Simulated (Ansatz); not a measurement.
# InAs (F-43m) in Ansatz: notebook

Aim: see how the results for InAs move with the level of theory and the settings. Levels: revPBE, RPBE+D3(BJ). Tasks: band structure, density of states.

Program: Ansatz 0.2.0. These are calculated values, not measurements. Logs are shortened: lines on timing, memory, paths and dates and some standing lists are left out, and cuts for length are marked.

**The experiment to reproduce.**

A printed reference work, data compilation reports, for a bulk crystal of InAs at 4.2 K: band gap 0.418 eV (direct).

The results are compared with them further down.

## Step 1: The structure

Symmetry: F-43m, No. 216, cubic system. The conventional cell has a = 6.036 Å, b = 6.036 Å, c = 6.036 Å, α = 90.00°, β = 90.00°, γ = 90.00°. In (site symmetry -43m) has 4 As at 2.61 Å as nearest neighbours. As (site symmetry -43m) is surrounded by 4 In at 2.61 Å.

## Step 2: Band structure, revPBE

input.yaml

```yaml
crystal:
  lattice:
    - [0.0, 3.018, 3.018]
    - [3.018, 0.0, 3.018]
    - [3.018, 3.018, 0.0]
  atoms:
    - { symbol: In, position: [0.0, 0.0, 0.0] }
    - { symbol: As, position: [0.75, 0.75, 0.75] }
kpoints:
  mp_grid: { grid: [8, 8, 8] }
  band_path:
    path:
      - [0.0, 0.0, 0.0]
      - [0.5, 0.0, 0.5]
      - [0.5, 0.25, 0.75]
      - [0.375, 0.375, 0.75]
      - [0.0, 0.0, 0.0]
      - [0.5, 0.5, 0.5]
      - [0.625, 0.25, 0.625]
      - [0.5, 0.25, 0.75]
    npoints: 8
scf:
  occupations: { method: fermi_dirac, width: 0.05 }
hamiltonian:
  xc: revpbe
  pseudopotentials: { kind: all_electron, lapw: { basis_error: 0.001 } }
output:
  forces: true
  stress: true
  eigenvalues: true
```

Potentials or basis: all-electron LAPW, scalar-relativistic.

Started as:

```bash
$ ansatz run input.yaml --threads 1 --pin off --max-ram 3072MiB --backend cpu --events-out ev --progress --plain --runs-dir out
```

Log:

```text
Warning: RAYON_NUM_THREADS=1 ignored (pool sized by the plan → 1); use --threads N
LAPW: plane waves up to 8.618 Å⁻¹, error target 1.0e-3 eV per atom; small_component_spin mean_spin; As in spheres of 1.266 Å, 23 of its electrons in bands, Dirac shells []; In in spheres of 1.348 Å, 21 of its electrons in bands, Dirac shells [] (how accurate: hamiltonian.pseudopotentials.lapw.basis_error, Limitations)
Engine: ansatz 0.2.0, aarch64-unknown-linux-gnu
Pseudopotentials: kind: all_electron
Pseudopotential: In, LAPW, valence charge 21, lapw/all_electron/scalar/gaussian/In, Koelling and Harmon's equation, gaussian nucleus
Pseudopotential: As, LAPW, valence charge 23, lapw/all_electron/scalar/gaussian/As, Koelling and Harmon's equation, gaussian nucleus
Functional definition: revPBE
  parameter kappa = 1.245
  parameter beta = 0.06672455060314922
  exchange = pbe_x(kappa = kappa, mu = beta*pi^2/3)
  correlation = pbe_c(beta = beta)
Crystal: 2 atoms, lattice volume = 54.978 Å³
Basis set: ecut = 282.944330708764 eV, 609 PW (Γ), exchange–correlation at level 2
Bands: 27, of which v1, the nominal top of the filled ones, is band 22 counted from 1 (21 counted from 0)
Symmetry: 24 space group operations
Space group: F-43m (ITA 216), of the structure as read, at distance tolerance 3.8e-5 Å
k-points: 29 of 512 (time reversal used)
Non-local potential: In, projectors of the file, none
Non-local potential: As, projectors of the file, none
Initial density: superposition of atomic densities (chi_scale 0.1, normalization cell, long waves kept (reshape's long-wave potential 0.00 eV rms))
Initial wavefunctions: plane waves of lowest kinetic energy (no species holds an atomic orbital)
Functional: x = revpbe(κ = 1.245, μ = 0.2195149727645171), c = pbe(β = 0.06672455060314922)
iter 1 solved again at ethr=2.05e-3 eV; its pass at ethr=1.00e-1 eV (dr2=9.01e-1 eV) is discarded
SCF iter   1: F=—  HF=-221580.757359 eV  |F-HF|=—  |Δ(HF+E_count)|=         —  Δρ=2.95e-2  dr2=9.02e-1  ethr=2.05e-3  ⟨swp⟩=2.0  Hψ=4983  notcnv=0
preconditioner: auto → none  [insulator: Δε(μ)=0.221 eV  Ē_g=15.161 eV  σ=0.050 eV  W_gap=0.76  n_scr=14 (ndim 8)  ℏωp=21.2 eV  f_vac=0.128  D(μ)=0.03/eV (n_scr^D=0)  ε∞_Penn≈3.0]
iter 2 solved again at ethr=1.01e-4 eV; its pass at ethr=2.05e-3 eV (dr2=4.43e-2 eV) is discarded
SCF iter   2: F=—  HF=-221580.510065 eV  |F-HF|=—  |Δ(HF+E_count)|=   2.47e-1  Δρ=9.30e-3  dr2=4.43e-2  ethr=1.01e-4  ⟨swp⟩=2.0  Hψ=3985  notcnv=0
SCF iter   3: F=—  HF=-221580.498813 eV  |F-HF|=—  |Δ(HF+E_count)|=         —  Δρ=4.75e-3  dr2=1.35e-2  ethr=1.01e-4  ⟨swp⟩=2.0  Hψ=2325  notcnv=0
the basis was enlarged: its passes take 187.5 KiB over the memory plan, 1 of 1 planned eigensolver slots
SCF iter   4: F=—  HF=-221580.500624 eV  |F-HF|=—  |Δ(HF+E_count)|=   1.81e-3  Δρ=1.32e-3  dr2=1.04e-3  ethr=3.08e-5  ⟨swp⟩=2.1  Hψ=2284  notcnv=0
SCF iter   5: F=—  HF=-221580.501040 eV  |F-HF|=—  |Δ(HF+E_count)|=   4.16e-4  Δρ=2.01e-4  dr2=2.98e-5  ethr=2.35e-6  ⟨swp⟩=3.0  Hψ=2269  notcnv=0
SCF iter   6: F=—  HF=-221580.501109 eV  |F-HF|=—  |Δ(HF+E_count)|=   6.89e-5  Δρ=6.53e-5  dr2=2.00e-6  ethr=6.76e-8  ⟨swp⟩=3.0  Hψ=2298  notcnv=0
SCF iter   7: F=-221580.501117 eV  HF=-221580.501116 eV  |F-HF|=2.86e-7  |Δ(HF+E_count)|=   7.47e-6  Δρ=1.08e-5  dr2=7.29e-8  ethr=4.55e-9  ⟨swp⟩=3.0  Hψ=2299  notcnv=0
SCF 1 converged in 7 iterations: F = -221580.501117 eV  dr2 = 7.29e-8
NSCF: frozen V_eff on 57 k-points
SCF converged after 7 iterations
Free energy (F): -221580.501117 eV
Harris-Foulkes:  -221580.501116 eV  (|F-HF|=2.86e-7)
Internal energy: -221580.500549 eV  (E = F + TS)
E sigma→0 (E₀):  -221580.500833 eV
Entropy (-TS):   -0.000567 eV (-0.284 meV/atom)
Fermi energy:    9.877377 eV
--- Per-component energies (eV) ---
  E_band       = -1909.235141
  E_kinetic    = 230900.722329
  E_xc         = -6646.676909
  E_electrostatic = -445834.545969  (all electrons and nuclei)
  E_smearing   = -0.000567  (= −TS)
  E_closure    = 0.000000  (closes the sum)
  E_atoms      = -221573.460208  (free atoms, spherical and without spin; not in F)
  Σ components = -221580.501117   (vs F -221580.501117, Δ=0.00e0)
  Basis errors (estimates in eV, not in F): energy 4.4e-4 per atom: plane waves 4.1e-4 (2.4e-4 summed), levels above the bands 1.4e-75, relativity 7.4e-8, radial functions 3.8e-5, core shells 4.0e-7; eigenvalues (radial functions only) 1.2e-6; not estimated: angular momenta, meshes, grids; target (lapw.basis_error) 1.0e-3; muffin-tin radii As 1.266 Å, In 1.348 Å
--- Forces (eV/Å), atoms counted from 1 ---
  atom   1  In     0.00000000    -0.00000000     0.00000000
  atom   2  As    -0.00000000     0.00000000    -0.00000000
  max |Σ_I F_I| component: 3.70e-17 eV/Å
--- Stress (GPa, compression-positive) ---
        5.567301       0.000000      -0.000000
        0.000000       5.567301       0.000000
       -0.000000       0.000000       5.567301
  P = ⅓ Tr σ = 5.5673 GPa (55.673 kbar)
--- Band table (eV; the first three rows and the last of 29) ---
  k-point 0: bands = ["-174.8328", "-118.1374", "-118.1374", "-118.1374", "-105.4231", "-63.9043", "-63.9043", "-63.9043", "-25.1298", "-25.1298", "-25.1298", "-25.1221", "-25.1221", "-4.5983", "-4.5983", "-4.5983", "-4.4715", "-4.4715", "-2.0416", "9.7512", "9.8246", "9.8246", "9.8246", "13.7775", "13.7775", "13.7775", "17.5185"]
  k-point 1: bands = ["-174.8328", "-118.1374", "-118.1374", "-118.1374", "-105.4231", "-63.9044", "-63.9043", "-63.9043", "-25.1298", "-25.1298", "-25.1298", "-25.1220", "-25.1220", "-4.6184", "-4.5923", "-4.5923", "-4.4716", "-4.4716", "-1.8792", "7.9851", "9.6326", "9.6326", "11.0045", "13.9514", "14.0585", "14.0585", "18.3342"]
  k-point 2: bands = ["-174.8328", "-118.1374", "-118.1374", "-118.1374", "-105.4231", "-63.9044", "-63.9043", "-63.9043", "-25.1299", "-25.1297", "-25.1297", "-25.1220", "-25.1220", "-4.6638", "-4.5795", "-4.5795", "-4.4703", "-4.4703", "-1.4343", "6.1569", "9.2536", "9.2536", "11.1569", "14.4939", "14.4939", "15.0794", "18.3407"]
  k-point 28: bands = ["-174.8328", "-118.1374", "-118.1374", "-118.1374", "-105.4231", "-63.9044", "-63.9044", "-63.9044", "-25.1298", "-25.1298", "-25.1293", "-25.1220", "-25.1217", "-4.7581", "-4.5470", "-4.5231", "-4.4868", "-4.4633", "0.0357", "4.1460", "6.8780", "6.9621", "14.0935", "14.1881", "14.9088", "15.9993", "19.7700"]
```

It took 22 s on 1 thread of Arm Neoverse V1, shared host; peak memory 0.3 GiB.

What came out:

| Item | Value |
| --- | --- |
| Free energy | -221580.5011 eV |
| Pressure | 5.6 GPa |
| Band gap along the path | none (metal or under the smearing width) |

Levels at the corners of the path, in eV from the Fermi level:
| point | band 19 | band 20 | band 21 | band 22 | band 23 | band 24 | band 25 | band 26 |
| --- | --- | --- | --- | --- | --- | --- | --- | --- |
| Γ | -11.92 | -0.13 | -0.05 | -0.05 | -0.05 | 3.90 | 3.90 | 3.90 |
| X | -9.89 | -5.87 | -2.38 | -2.38 | 1.58 | 2.08 | 9.27 | 9.32 |
| W | -9.84 | -5.73 | -3.00 | -2.92 | 4.22 | 4.31 | 5.03 | 6.12 |
| K | -9.91 | -5.74 | -3.32 | -2.00 | 2.13 | 4.29 | 7.36 | 7.42 |
| Γ | -11.92 | -0.13 | -0.05 | -0.05 | -0.05 | 3.90 | 3.90 | 3.90 |
| L | -10.44 | -5.80 | -1.04 | -1.04 | 0.99 | 4.67 | 4.67 | 6.94 |
| U | -9.91 | -5.74 | -3.32 | -2.00 | 2.13 | 4.29 | 7.36 | 7.42 |
| W | -9.84 | -5.73 | -3.00 | -2.92 | 4.22 | 4.31 | 5.03 | 6.12 |

Caveat: spin-orbit coupling is left out, which moves the levels of the heavy elements; this crystal is a semiconductor, whose small gap the functional closes, so the metal is an error of the method.

## Step 3: Density of states, RPBE+D3(BJ)

input.yaml

```yaml
crystal:
  lattice:
    - [0.0, 3.018, 3.018]
    - [3.018, 0.0, 3.018]
    - [3.018, 3.018, 0.0]
  atoms:
    - { symbol: In, position: [0.0, 0.0, 0.0] }
    - { symbol: As, position: [0.75, 0.75, 0.75] }
kpoints:
  mp_grid: { grid: [8, 8, 8] }
scf:
  occupations: { method: fermi_dirac, width: 0.1 }
hamiltonian:
  xc: rpbe
  dispersion: d3bj
  pseudopotentials: { kind: all_electron, lapw: { basis_error: 0.001 } }
output:
  forces: true
  stress: true
  eigenvalues: true
  dos: { projected: false, de: 0.1, e_range: [-20, 10] }
```

Potentials or basis: all-electron LAPW, scalar-relativistic.

Started as:

```bash
$ ansatz run input.yaml --threads 1 --pin off --max-ram 3072MiB --backend cpu --events-out ev --progress --plain --runs-dir out
```

Log:

```text
Warning: RAYON_NUM_THREADS=1 ignored (pool sized by the plan → 1); use --threads N
LAPW: plane waves up to 8.617 Å⁻¹, error target 1.0e-3 eV per atom; small_component_spin mean_spin; As in spheres of 1.265 Å, 23 of its electrons in bands, Dirac shells []; In in spheres of 1.348 Å, 21 of its electrons in bands, Dirac shells [] (how accurate: hamiltonian.pseudopotentials.lapw.basis_error, Limitations)
Engine: ansatz 0.2.0, aarch64-unknown-linux-gnu
Pseudopotentials: kind: all_electron
Pseudopotential: In, LAPW, valence charge 21, lapw/all_electron/scalar/gaussian/In, Koelling and Harmon's equation, gaussian nucleus
Pseudopotential: As, LAPW, valence charge 23, lapw/all_electron/scalar/gaussian/As, Koelling and Harmon's equation, gaussian nucleus
Functional definition: RPBE
  parameter kappa = 0.804
  parameter beta = 0.06672455060314922
  exchange = rpbe_x(kappa = kappa, mu = beta*pi^2/3)
  correlation = pbe_c(beta = beta)
Crystal: 2 atoms, lattice volume = 54.978 Å³
Basis set: ecut = 282.9199541824681 eV, 609 PW (Γ), exchange–correlation at level 2
Bands: 27, of which v1, the nominal top of the filled ones, is band 22 counted from 1 (21 counted from 0)
Symmetry: 24 space group operations
Space group: F-43m (ITA 216), of the structure as read, at distance tolerance 3.8e-5 Å
k-points: 29 of 512 (time reversal used)
Non-local potential: In, projectors of the file, none
Non-local potential: As, projectors of the file, none
Initial density: superposition of atomic densities (chi_scale 0.1, normalization cell, long waves kept (reshape's long-wave potential 0.00 eV rms))
Initial wavefunctions: plane waves of lowest kinetic energy (no species holds an atomic orbital)
Functional: x = rpbe, c = pbe(β = 0.06672455060314922)
iter 1 solved again at ethr=2.10e-3 eV; its pass at ethr=1.00e-1 eV (dr2=9.26e-1 eV) is discarded
SCF iter   1: F=—  HF=-221587.904205 eV  |F-HF|=—  |Δ(HF+E_count)|=         —  Δρ=2.98e-2  dr2=9.27e-1  ethr=2.10e-3  ⟨swp⟩=2.0  Hψ=4983  notcnv=0
preconditioner: auto → none  [insulator: Δε(μ)=1.166 eV  Ē_g=15.169 eV  σ=0.100 eV  W_gap=0.54  n_scr=14 (ndim 8)  ℏωp=21.2 eV  f_vac=0.128  D(μ)=0.03/eV (n_scr^D=0)  ε∞_Penn≈3.0]
iter 2 solved again at ethr=1.04e-4 eV; its pass at ethr=2.10e-3 eV (dr2=4.58e-2 eV) is discarded
SCF iter   2: F=—  HF=-221587.654580 eV  |F-HF|=—  |Δ(HF+E_count)|=   2.50e-1  Δρ=9.41e-3  dr2=4.58e-2  ethr=1.04e-4  ⟨swp⟩=2.0  Hψ=3938  notcnv=0
SCF iter   3: F=—  HF=-221587.645001 eV  |F-HF|=—  |Δ(HF+E_count)|=         —  Δρ=4.82e-3  dr2=1.42e-2  ethr=1.04e-4  ⟨swp⟩=2.0  Hψ=2213  notcnv=0
the basis was enlarged: its passes take 187.5 KiB over the memory plan, 1 of 1 planned eigensolver slots
SCF iter   4: F=—  HF=-221587.647786 eV  |F-HF|=—  |Δ(HF+E_count)|=   2.78e-3  Δρ=1.19e-3  dr2=8.15e-4  ethr=3.22e-5  ⟨swp⟩=2.5  Hψ=2266  notcnv=0
SCF iter   5: F=—  HF=-221587.648366 eV  |F-HF|=—  |Δ(HF+E_count)|=   5.80e-4  Δρ=1.92e-4  dr2=2.56e-5  ethr=1.85e-6  ⟨swp⟩=3.0  Hψ=2284  notcnv=0
SCF iter   6: F=—  HF=-221587.648450 eV  |F-HF|=—  |Δ(HF+E_count)|=   8.46e-5  Δρ=6.85e-5  dr2=2.20e-6  ethr=5.83e-8  ⟨swp⟩=3.0  Hψ=2302  notcnv=0
SCF iter   7: F=-221587.648460 eV  HF=-221587.648459 eV  |F-HF|=3.65e-7  |Δ(HF+E_count)|=   9.04e-6  Δρ=1.13e-5  dr2=7.94e-8  ethr=5.00e-9  ⟨swp⟩=3.0  Hψ=2302  notcnv=0
SCF 1 converged in 7 iterations: F = -221587.648460 eV  dr2 = 7.94e-8
SCF converged after 7 iterations
Free energy (F): -221587.648460 eV
Harris-Foulkes:  -221587.648459 eV  (|F-HF|=3.65e-7)
Internal energy: -221587.646826 eV  (E = F + TS)
E sigma→0 (E₀):  -221587.647643 eV
Entropy (-TS):   -0.001633 eV (-0.817 meV/atom)
Fermi energy:    10.045850 eV
--- Per-component energies (eV) ---
  E_band       = -1908.042880
  E_kinetic    = 230905.899946
  E_xc         = -6650.951311
  E_electrostatic = -445839.562113  (all electrons and nuclei)
  E_disp       = -3.033348  (pairwise vdW)
  E_smearing   = -0.001633  (= −TS)
  E_closure    = 0.000000  (closes the sum)
  E_atoms      = -221577.685933  (free atoms, spherical and without spin; not in F)
  Σ components = -221587.648460   (vs F -221587.648460, Δ=0.00e0)
  Basis errors (estimates in eV, not in F): energy 4.5e-4 per atom: plane waves 4.1e-4 (2.4e-4 summed), levels above the bands 9.8e-38, relativity 1.0e-7, radial functions 4.0e-5, core shells 4.0e-7; eigenvalues (radial functions only) 1.2e-6; not estimated: angular momenta, meshes, grids; target (lapw.basis_error) 1.0e-3; muffin-tin radii As 1.265 Å, In 1.348 Å
--- Forces (eV/Å), atoms counted from 1 ---
  atom   1  In     0.00000000    -0.00000000    -0.00000000
  atom   2  As    -0.00000000     0.00000000     0.00000000
  max |Σ_I F_I| component: 4.16e-17 eV/Å
--- Stress (GPa, compression-positive) ---
       -3.907074       0.000000      -0.000000
        0.000000      -3.907074       0.000000
       -0.000000       0.000000      -3.907074
  P = ⅓ Tr σ = -3.9071 GPa (-39.071 kbar)
--- Band table (eV; the first three rows and the last of 29) ---
  k-point 0: bands = ["-174.8382", "-118.1164", "-118.1164", "-118.1164", "-105.4093", "-63.8884", "-63.8884", "-63.8884", "-25.0879", "-25.0879", "-25.0879", "-25.0802", "-25.0802", "-4.5758", "-4.5758", "-4.5758", "-4.4494", "-4.4494", "-1.9995", "9.8174", "9.8549", "9.8549", "9.8549", "13.8198", "13.8198", "13.8198", "17.6074"]
  k-point 1: bands = ["-174.8382", "-118.1164", "-118.1164", "-118.1164", "-105.4093", "-63.8884", "-63.8884", "-63.8884", "-25.0879", "-25.0879", "-25.0879", "-25.0801", "-25.0801", "-4.5957", "-4.5699", "-4.5699", "-4.4495", "-4.4495", "-1.8373", "8.0299", "9.6634", "9.6634", "11.0572", "14.0007", "14.1004", "14.1004", "18.4166"]
  k-point 2: bands = ["-174.8382", "-118.1164", "-118.1164", "-118.1164", "-105.4093", "-63.8885", "-63.8884", "-63.8884", "-25.0879", "-25.0878", "-25.0878", "-25.0801", "-25.0801", "-4.6407", "-4.5571", "-4.5571", "-4.4482", "-4.4482", "-1.3930", "6.2002", "9.2850", "9.2850", "11.2130", "14.5359", "14.5359", "15.1373", "18.4214"]
  k-point 28: bands = ["-174.8382", "-118.1164", "-118.1164", "-118.1164", "-105.4093", "-63.8885", "-63.8885", "-63.8885", "-25.0879", "-25.0879", "-25.0874", "-25.0801", "-25.0798", "-4.7345", "-4.5245", "-4.5008", "-4.4646", "-4.4413", "0.0758", "4.1874", "6.9168", "7.0017", "14.1348", "14.2436", "14.9623", "16.0594", "19.8279"]
```

dos.tsv:

```text
# E-E_F[eV]	g_bin_mean(E)[states/eV]	N(E)
# format = ansatz-dos/2
# fermi_ev = 10.045850
# fermi_mp_grid = 8 8 8
# fermi_mp_shift = 0 0 0
# tetrahedron_fermi_ev = 9.854878
# g_bin_mean(E): the states in a bin one row spacing wide, centred on E, divided by that spacing. States that the method places at a single energy (under output.dos.method: tetrahedron, those of a tetrahedron whose four corners have one energy) are counted whole in the row whose bin holds that energy (on the edge of two bins, in the lower row). The sum of g_bin_mean over a run of rows, times the row spacing, is the number of states from half a spacing under the first of them to half a spacing over the last (a plain sum, not the trapezoid rule).
-20.000000	0.000000e0	2.600000e1
-19.900000	0.000000e0	2.600000e1
-19.800000	0.000000e0	2.600000e1
-19.700000	0.000000e0	2.600000e1
-19.600000	0.000000e0	2.600000e1
-19.500000	0.000000e0	2.600000e1
[... 293 lines left out ...]
9.900000	0.000000e0	5.400000e1
10.000000	0.000000e0	5.400000e1
```

It took 16 s on 1 thread of Arm Neoverse V1, shared host; peak memory 0.29 GiB.

What came out:

| Item | Value |
| --- | --- |
| Free energy | -221587.6485 eV |
| Pressure | -3.9 GPa |
| Band gap on the k mesh | none (metal or under the smearing width) |

States per cell in windows of 0.5 eV (zero at the Fermi level; states under -8 eV left out):
```
from (eV)  total
     -8.0   0.00
     -7.5   0.00
     -7.0   0.00
     -6.5   0.00
     -6.0   1.05
     -5.5   0.38
     -5.0   0.22
     -4.5   0.13
     -4.0   0.09
     -3.5   0.64
     -3.0   0.74
     -2.5   0.95
     -2.0   0.86
     -1.5   0.67
     -1.0   0.24
     -0.5   0.03
      0.0   0.00
      0.5   0.01
      1.0   0.12
      1.5   0.43
      2.0   0.91
      2.5   0.70
      3.0   0.37
      3.5   0.51
      4.0   1.00
      4.5   0.57
      5.0   0.97
      5.5   0.52
      6.0   0.42
      6.5   0.70
      7.0   0.52
      7.5   0.50
```

Caveat: pairwise dispersion overbinds metals, which lowers pressure and volume; this crystal is a semiconductor, whose small gap the functional closes, so the metal is an error of the method.

## Step 4: How close it comes

Step 2. A measured gap of InAs is 0.418 eV (direct; 4.2 K; a printed reference work, data compilation); the calculated 0.00 eV misses it by -0.42 eV. Spin-orbit coupling on As, In is left out. The value is that of revPBE, without temperature or zero-point motion. Semilocal functionals fall short of measured gaps as a rule.

Step 3. Measured gap of InAs: 0.418 eV (direct; 4.2 K; a printed reference work, data compilation). This calculation gives 0.00 eV (-0.42 eV). Spin-orbit coupling on As, In is left out. The value is that of RPBE+D3(BJ) on a finite k mesh, which can miss the band edges, without temperature or zero-point motion. Semilocal functionals fall short of measured gaps as a rule.
